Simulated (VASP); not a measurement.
# InAs (F-43m) in VASP: single point with PBE+D3(BJ)

Aim: the single point of InAs with PBE+D3(BJ).

All numbers are computed with VASP 6.6.1; they aren't measurements. Logs are shortened: lines on timing, memory, paths and dates and some standing lists are left out, and cuts for length are marked.

**Measured values to compare with.**

From a printed reference work, data compilation, for a bulk crystal of InAs at 4.2 K: band gap 0.418 eV (direct).

How close the calculation comes is told below.

### 1 The cell of the first run

The structure is cubic, space group F-43m (No. 216). The conventional cell has a = 6.036 Å, b = 6.036 Å, c = 6.036 Å, α = 90.00°, β = 90.00°, γ = 90.00°. Within 3.4 Å of In (site symmetry -43m) lie 4 As at 2.61 Å. Within 3.4 Å of As (site symmetry -43m) lie 4 In at 2.61 Å.

### 2 Single point, PBE+D3(BJ)

Contents of INCAR:

```
SYSTEM = InAs
PREC = Accurate ; ENCUT = 500
EDIFF = 1E-6 ; ISMEAR = -1
SIGMA = 0.02 ; LREAL = .FALSE.
LASPH = .TRUE. ; NELM = 120
ALGO = Normal ; ISIF = 2
LWAVE = .FALSE. ; LCHARG = .FALSE.
GGA = PE ; IVDW = 12
NBANDS = 16 ; GGA_COMPAT = .FALSE.
```

Contents of KPOINTS:

```
regular mesh
0
G
  6 6 6
  0 0 0
```

Contents of POSCAR:

```
InAs
1.0
    0.0000000000      3.0180000000      3.0180000000
    3.0180000000      0.0000000000      3.0180000000
    3.0180000000      3.0180000000      0.0000000000
In As
1 1
Direct
    0.0000000000      0.0000000000      0.0000000000
    0.2500000000      0.2500000000      0.2500000000
```

Potentials or basis: VASP PAW PBE potentials, release 64 (In_d, As).

On the command line:

```console
> cat potpaw_PBE.64/In_d/POTCAR potpaw_PBE.64/As/POTCAR > POTCAR
> mpirun -np 1 vasp_std > vasp.out
```

OUTCAR:

```text
SYSTEM = InAs
   PREC = Accurate
   ENCUT = 500
   EDIFF = 1E-6
   ISMEAR = -1
   LREAL = .FALSE.
   LASPH = .TRUE.
   NELM = 120
   ISIF = 2
   GGA = PE
   IVDW = 12
 IVDW          = 12

 ion  position               nearest neighbor table
   1  0.000  0.000  0.000-   2 2.61   2 2.61   2 2.61   2 2.61
   2  0.250  0.250  0.250-   1 2.61   1 2.61   1 2.61   1 2.61

  LATTYP: Found a face centered cubic cell.
 ALAT       =     6.0360000000

  Lattice vectors:

 A1 = (   0.0000000000,   3.0180000000,   3.0180000000)
 A2 = (   3.0180000000,   0.0000000000,   3.0180000000)
 A3 = (   3.0180000000,   3.0180000000,   0.0000000000)

Analysis of symmetry for initial positions (statically):
=====================================================================
 Subroutine PRICEL returns:
 Original cell was already a primitive cell.

 Routine SETGRP: Setting up the symmetry group for a
 face centered cubic supercell.

 Subroutine GETGRP returns: Found 24 space group operations
 (whereof 24 operations were pure point group operations)
 out of a pool of 48 trial point group operations.

The static configuration has the point symmetry T_d .

Analysis of symmetry for dynamics (positions and initial velocities):
=====================================================================
 Subroutine PRICEL returns:
 Original cell was already a primitive cell.

 Routine SETGRP: Setting up the symmetry group for a
 face centered cubic supercell.

 Subroutine GETGRP returns: Found 24 space group operations
 (whereof 24 operations were pure point group operations)
 out of a pool of 48 trial point group operations.

The dynamic configuration has the point symmetry T_d .

 Subroutine INISYM returns: Found 24 space group operations
 (whereof 24 operations are pure point group operations),
 and found     1 'primitive' translations

----------------------------------------------------------------------------------------

                                     Primitive cell

  volume of cell :      54.9778

  direct lattice vectors                    reciprocal lattice vectors
     0.000000000  3.018000000  3.018000000    -0.165672631  0.165672631  0.165672631
     3.018000000  0.000000000  3.018000000     0.165672631 -0.165672631  0.165672631
     3.018000000  3.018000000  0.000000000     0.165672631  0.165672631 -0.165672631

  length of vectors
     4.268096531  4.268096531  4.268096531     0.286953414  0.286953414  0.286953414

  position of ions in fractional coordinates (direct lattice)
     0.000000000  0.000000000  0.000000000
     0.250000000  0.250000000  0.250000000

  ion indices of the primitive-cell ions
   primitive index   ion index
                 1           1
                 2           2

----------------------------------------------------------------------------------------

 KPOINTS: regular mesh

Automatic generation of k-mesh.
 Grid dimensions read from file:
 generate k-points for:    6    6    6

 Generating k-lattice:

  Cartesian coordinates                     Fractional coordinates (reciprocal lattice)
    -0.027612105  0.027612105  0.027612105     0.166666667  0.000000000  0.000000000
     0.027612105 -0.027612105  0.027612105     0.000000000  0.166666667  0.000000000
     0.027612105  0.027612105 -0.027612105     0.000000000  0.000000000  0.166666667

  Length of vectors
     0.047825569  0.047825569  0.047825569

  Shift w.r.t. Gamma in fractional coordinates (k-lattice)
     0.000000000  0.000000000  0.000000000

 Subroutine IBZKPT returns following result:
 ===========================================

 Found     16 irreducible k-points:

 Following reciprocal coordinates:
            Coordinates               Weight
  0.000000  0.000000  0.000000      1.000000
  0.166667  0.000000  0.000000      8.000000
  0.333333  0.000000  0.000000      8.000000
  0.500000  0.000000  0.000000      4.000000
  0.166667  0.166667  0.000000      6.000000
  0.333333  0.166667  0.000000     24.000000
[... 8 lines left out ...]
 -0.333333  0.333333  0.166667     24.000000
 -0.333333  0.500000  0.166667     12.000000
   k-points           NKPTS =     16   k-points in BZ     NKDIM =     16   number of bands    NBANDS=     16
   number of dos      NEDOS =    301   number of ions     NIONS =      2
   total plane-waves  NPLWV =  32768
   dimension x,y,z NGX =    32 NGY =   32 NGZ =   32
   dimension x,y,z NGXF=    64 NGYF=   64 NGZF=   64
   ions per type =               1   1
   NGX,Y,Z   is equivalent  to a cutoff of  12.46, 12.46, 12.46 a.u.
   NGXF,Y,Z  is equivalent  to a cutoff of  24.93, 24.93, 24.93 a.u.
 SYSTEM =  InAs
   PREC   = accura    normal or accurate (medium, high low for compatibility)
   ISTART =      0    job   : 0-new  1-cont  2-samecut
   ICHARG =      2    charge: 1-file 2-atom 10-const
   ISPIN  =      1    spin polarized calculation?
   LNONCOLLINEAR =      F non collinear calculations
   LSORBIT =      F    spin-orbit coupling
   LASPH  =      T    aspherical Exc in radial PAW
   ENCUT  =  500.0 eV  36.75 Ry    6.06 a.u.   7.78  7.78  7.78*2*pi/ulx,y,z
   NELM   =    120;   NELMIN=  2; NELMDL= -5     # of ELM steps
   EDIFF  = 0.1E-05   stopping-criterion for ELM
   LREAL  =      F    real-space projection
   EDIFFG = 0.1E-04   stopping-criterion for IOM
   NSW    =      0    number of steps for IOM
   IBRION =     -1    ionic relax: 0-MD 1-quasi-New 2-CG
   NFREE  =      0    steps in history (QN), initial steepest desc. (CG)
   ISIF   =      2    stress and relaxation
   ISYM   =      2    0-nonsym 1-usesym 2-fastsym
   POTIM  = 0.5000    time-step for ionic-motion
   TEBEG  =    0.0;   TEEND  =   0.0 temperature during run
   PSTRESS=    0.0 pullay stress
   NELECT =      18.0000    total number of electrons
   NUPDOWN=      -1.0000    fix difference up-down
   EMIN   =  10.00;   EMAX   =-10.00  energy-range for DOS
   EFERMI =   0.00;   METHOD = LEGACY
   ISMEAR =    -1;   SIGMA  =   0.02  broadening in eV -4-tet -1-fermi 0-gaus
   EFERMI_NEDOS =   21; number of points for ismear=-14 and -15
   IALGO  =     38    algorithm
   IMIX   =      4    mixing-type and parameters
     AMIX     =   0.40;   BMIX     =  1.00
     AMIX_MAG =   1.60;   BMIX_MAG =  1.00
  volume/ion in A,a.u.               =      27.49       185.50
  Fermi-wavevector in a.u.,A,eV,Ry     =   1.128331  2.132236 17.321990  1.273130
  Thomas-Fermi vector in A             =   2.265020
   LORBIT       =      0    0 simple, 1 ext, 2 COOP (PROOUT), +10 PAW based schemes
   GGA     = PE    functional components
   LHFCALC =     F    Hartree Fock is set to
   AEXX    =    0.0000 exact exchange contribution
   IVDW    =    12    specifies the selected vdW correction
   LEPSILON=     F    determine dielectric tensor
   LRPA    =     F    only Hartree local field effects (RPA)
 non-spin polarized calculation
  energy-cutoff  :      500.00
  volume of cell :       54.98
 maximum number of plane-waves:      1411
   NGX = 15   NGY = 15   NGZ = 15

 number of electron      17.9999991 magnetization

 Free energy of the ion-electron system (eV)
  ---------------------------------------------------
  ext. energy  EPLUGINS =         0.00000000
  ---------------------------------------------------
  free energy    TOTEN  =        -7.64594969 eV

  energy without entropy =       -7.64559588  energy(sigma->0) =       -7.64577279

 E-fermi :   4.5835     XC(G=0):  -9.1144

 val. band max:        4.5696363181   @ k =   0.0000   0.0000   0.0000
 cond. band min:       5.5355492035   @ k =   0.5000   0.0000   0.0000
 fundamental gap:      0.9659128854
 Fermi energy:         4.5835022821

 k-point     1 :       0.0000    0.0000    0.0000
  band No.  band energies     occupation
      1      -9.8399      2.00000
      2      -9.8399      2.00000
      3      -9.8399      2.00000
      4      -9.7121      2.00000
      5      -9.7121      2.00000
      6      -7.3271      2.00000
[... 8 lines left out ...]
     15      14.2612      0.00000
     16      14.2612      0.00000

 k-point     2 :       0.1667    0.0000    0.0000
  band No.  band energies     occupation
      1      -9.8743      2.00000
      2      -9.8300      2.00000
      3      -9.8300      2.00000
      4      -9.7121      2.00000
      5      -9.7121      2.00000
      6      -7.0419      2.00000
[... 8 lines left out ...]
     15      13.1711      0.00000
     16      13.1711      0.00000

 k-point     3 :       0.3333    0.0000    0.0000
  band No.  band energies     occupation
      1      -9.9367      2.00000
      2      -9.8137      2.00000
      3      -9.8137      2.00000
      4      -9.7082      2.00000
      5      -9.7082      2.00000
      6      -6.3317      2.00000
[... 8 lines left out ...]
     15      13.6558      0.00000
     16      13.6558      0.00000

 k-point     4 :       0.5000    0.0000    0.0000
  band No.  band energies     occupation
      1      -9.9654      2.00000
      2      -9.8078      2.00000
      3      -9.8078      2.00000
      4      -9.7038      2.00000
      5      -9.7038      2.00000
      6      -5.8394      2.00000
[... 8 lines left out ...]
     15      15.3394      0.00000
     16      15.3394      0.00000

 k-point     5 :       0.1667    0.1667    0.0000
  band No.  band energies     occupation
      1      -9.8948      2.00000
      2      -9.8198      2.00000
      3      -9.8198      2.00000
      4      -9.7204      2.00000
      5      -9.7063      2.00000
      6      -6.9481      2.00000
[... 8 lines left out ...]
     15      14.0419      0.00000
     16      14.5569      0.00000

 k-point     6 :       0.3333    0.1667    0.0000
  band No.  band energies     occupation
      1      -9.9442      2.00000
      2      -9.8053      2.00000
      3      -9.8013      2.00000
      4      -9.7243      2.00000
      5      -9.7014      2.00000
      6      -6.3722      2.00000
[... 8 lines left out ...]
     15      14.6578      0.00000
     16      14.7126      0.00000

 k-point     7 :       0.5000    0.1667    0.0000
  band No.  band energies     occupation
      1      -9.9746      2.00000
      2      -9.8008      2.00000
      3      -9.7938      2.00000
      4      -9.7164      2.00000
      5      -9.7016      2.00000
      6      -5.7321      2.00000
[... 8 lines left out ...]
     15      15.0222      0.00000
     16      15.4491      0.00000

 k-point     8 :      -0.3333    0.1667    0.0000
  band No.  band energies     occupation
      1      -9.9631      2.00000
      2      -9.8031      2.00000
      3      -9.8003      2.00000
      4      -9.7113      2.00000
      5      -9.7081      2.00000
      6      -5.9060      2.00000
[... 8 lines left out ...]
     15      13.9873      0.00000
     16      15.3121      0.00000

 k-point     9 :      -0.1667    0.1667    0.0000
  band No.  band energies     occupation
      1      -9.9174      2.00000
      2      -9.8184      2.00000
      3      -9.8129      2.00000
      4      -9.7164      2.00000
      5      -9.7076      2.00000
      6      -6.6095      2.00000
[... 8 lines left out ...]
     15      13.7481      0.00000
     16      14.6760      0.00000

 k-point    10 :       0.3333    0.3333    0.0000
  band No.  band energies     occupation
      1      -9.9858      2.00000
      2      -9.7783      2.00000
      3      -9.7783      2.00000
      4      -9.7405      2.00000
      5      -9.6947      2.00000
      6      -5.9948      2.00000
[... 8 lines left out ...]
     15      15.3731      0.00000
     16      16.9712      0.00000

 k-point    11 :       0.5000    0.3333    0.0000
  band No.  band energies     occupation
      1     -10.0058      2.00000
      2      -9.7750      2.00000
      3      -9.7680      2.00000
      4      -9.7391      2.00000
      5      -9.6945      2.00000
      6      -5.4642      2.00000
[... 8 lines left out ...]
     15      15.8198      0.00000
     16      16.5207      0.00000

 k-point    12 :      -0.3333    0.3333    0.0000
  band No.  band energies     occupation
      1      -9.9919      2.00000
      2      -9.7896      2.00000
      3      -9.7769      2.00000
      4      -9.7236      2.00000
      5      -9.7051      2.00000
      6      -5.4149      2.00000
[... 8 lines left out ...]
     15      13.7975      0.00000
     16      17.3255      0.00000

 k-point    13 :       0.5000    0.5000    0.0000
  band No.  band energies     occupation
      1     -10.0251      2.00000
      2      -9.7568      2.00000
      3      -9.7568      2.00000
      4      -9.7514      2.00000
      5      -9.6888      2.00000
      6      -5.2909      2.00000
[... 8 lines left out ...]
     15      16.0611      0.00000
     16      16.8024      0.00000

 k-point    14 :       0.5000    0.3333    0.1667
  band No.  band energies     occupation
      1      -9.9787      2.00000
      2      -9.7948      2.00000
      3      -9.7823      2.00000
      4      -9.7275      2.00000
      5      -9.7005      2.00000
      6      -5.7933      2.00000
[... 8 lines left out ...]
     15      15.2173      0.00000
     16      16.5791      0.00000

 k-point    15 :      -0.3333    0.3333    0.1667
  band No.  band energies     occupation
      1      -9.9913      2.00000
      2      -9.7943      2.00000
      3      -9.7739      2.00000
      4      -9.7233      2.00000
      5      -9.7044      2.00000
      6      -5.4144      2.00000
[... 8 lines left out ...]
     15      15.4431      0.00000
     16      16.3730      0.00000

 k-point    16 :      -0.3333    0.5000    0.1667
  band No.  band energies     occupation
      1     -10.0078      2.00000
      2      -9.7805      2.00000
      3      -9.7632      2.00000
      4      -9.7344      2.00000
      5      -9.6984      2.00000
      6      -5.2515      2.00000
[... 8 lines left out ...]
     15      16.2367      0.00000
     16      16.4478      0.00000

------------------------ aborting loop because EDIFF is reached ----------------------------------------

 Edisp (eV)   -0.65020

 E8    (eV) :    -0.3016

  FORCE on cell =-STRESS in cart. coord.  units (eV):
  Direction    XX          YY          ZZ          XY          YZ          ZX
  --------------------------------------------------------------------------------------
  -------------------------------------------------------------------------------------
  Total       0.80197     0.80197     0.80197     0.00000    -0.00000    -0.00000
  in kB      23.37107    23.37107    23.37107     0.00000    -0.00000    -0.00000
  external pressure =       23.37 kB  Pullay stress =        0.00 kB

 VOLUME and BASIS-vectors are now :
 -----------------------------------------------------------------------------
  energy-cutoff  :      500.00
  volume of cell :       54.98
      direct lattice vectors                 reciprocal lattice vectors
     0.000000000  3.018000000  3.018000000    -0.165672631  0.165672631  0.165672631
     3.018000000  0.000000000  3.018000000     0.165672631 -0.165672631  0.165672631
     3.018000000  3.018000000  0.000000000     0.165672631  0.165672631 -0.165672631

 POSITION                                       TOTAL-FORCE (eV/Angst)
 -----------------------------------------------------------------------------------
      0.00000      0.00000      0.00000         0.000000      0.000000     -0.000000
      1.50900      1.50900      1.50900        -0.000000     -0.000000      0.000000
 -----------------------------------------------------------------------------------
    total drift:                               -0.000000     -0.000000     -0.000000

  FREE ENERGIE OF THE ION-ELECTRON SYSTEM (eV)
  ---------------------------------------------------
  free  energy   TOTEN  =        -8.2961480316 eV

  energy  without entropy=       -8.2957942264  energy(sigma->0) =       -8.29597113
```

It took 8.6 s on 1 thread of AMD EPYC 9R45 (Zen 5), shared host; peak memory 0.15 GiB.

What came out:

| Property | Result |
| --- | --- |
| Free energy | -8.2961 eV |
| Pressure | 2.3 GPa |
| Band gap on the k mesh | zero (filled and empty bands touch) |
| Dispersion energy per atom | -0.325 eV |

Caveat: three body term missing; spin-orbit coupling is left out, which moves the levels of the heavy elements; pairwise dispersion overbinds metals, which lowers pressure and volume.

### 3 Comparison with measurements

Step 2. A measured gap of InAs is 0.418 eV (direct; 4.2 K; a printed reference work, data compilation); the calculated 0.00 eV misses it by -0.42 eV. Spin-orbit coupling on As, In is left out. The value is that of PBE+D3(BJ) on a finite k mesh, which can miss the band edges, without temperature or zero-point motion. Semilocal functionals fall short of measured gaps as a rule.
